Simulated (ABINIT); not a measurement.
**ZrSe2: band structure with PW91**

**What was measured.**

“Stress-Tuned Optical Transitions in Layered 1T-MX2 (M= Hf, Zr, Sn; X= S, Se) Crystals”, 2022, arxiv:2210.12074 quotes, for a bulk crystal of ZrSe2: band gap 1.2 eV (indirect).

The system is ZrSe2.

```
CELL_PARAMETERS angstrom
3.79800 0.00000 0.00000
-1.89900 3.28916 0.00000
0.00000 0.00000 6.19200
ATOMIC_POSITIONS crystal
Zr 0.00000 0.00000 0.00000
Se 0.66667 0.33333 0.75000
Se 0.33333 0.66667 0.25000
```

- Program: ABINIT 10.8.3 (patched build)
- Task: band structure
- Functional: PW91
- Potentials or basis: JTH PAW PBE v2.0
- Cutoff: 463 eV
- k mesh: 8 × 8 × 5
- Occupations: fermi-dirac, width 0.05 eV
- Spin: no spin polarisation
- Fine-grid cutoff: 925.187 eV
- Exchange and correlation inside the PAW spheres: full angular mesh (pawxcdev 0, this build's default; the released program takes 1)

The pressure is 1.8 GPa. The largest force is 0.263 eV/Å, the band gap on the k mesh is 0.42 eV, indirect (least direct gap 1.06 eV) and the band gap along the path is 0.38 eV, indirect (least direct gap 1.06 eV). The valence electrons inside the program's atomic spheres are Zr 8.93; Se 4.02.

Forces on the atoms (eV/Å):
```
Zr   0.000  0.000  0.000
Se   0.000  0.000 -0.263
Se   0.000  0.000  0.263
```

Stress tensor (GPa, compression positive):
```
1.24 0.00 0.00
0.00 1.24 0.00
0.00 0.00 2.83
```

Levels at the corners of the path, in eV from the valence-band top:
| point | band 10 | band 11 | band 12 | band 13 | band 14 | band 15 |
| --- | --- | --- | --- | --- | --- | --- |
| Γ | -0.06 | -0.06 | 0.00 | 1.05 | 1.05 | 1.58 |
| M | -2.50 | -2.13 | -1.36 | 0.57 | 2.52 | 2.86 |
| K | -2.31 | -2.31 | -1.74 | 1.70 | 2.60 | 2.60 |
| Γ | -0.06 | -0.06 | 0.00 | 1.05 | 1.05 | 1.58 |
| A | -2.05 | -0.22 | -0.22 | 1.03 | 1.03 | 1.96 |
| L | -2.52 | -1.05 | -0.98 | 0.38 | 2.51 | 2.84 |
| H | -2.35 | -2.00 | -2.00 | 1.77 | 2.21 | 2.21 |
| A | -2.05 | -0.22 | -0.22 | 1.03 | 1.03 | 1.96 |

Run time: 88 s on 1 thread of Arm Neoverse V1, on a shared host, peak memory 0.15 GiB.

A measured gap of ZrSe2 is 1.2 eV (indirect; quoted in “Stress-Tuned Optical Transitions in Layered 1T-MX2 (M= Hf, Zr, Sn; X= S, Se) Crystals”, 2022, arxiv:2210.12074); the calculated 0.38 eV misses it by -0.82 eV. Spin-orbit coupling on Se, Zr is left out. The value is that of PW91, without temperature or zero-point motion. Semilocal functionals fall short of measured gaps as a rule.

Caveat: the PAW data sets were made with another functional, which shifts forces and pressure a little; this functional lacks dispersion, which binds the layers, so the pressure and a relaxed spacing across them are unreliable.
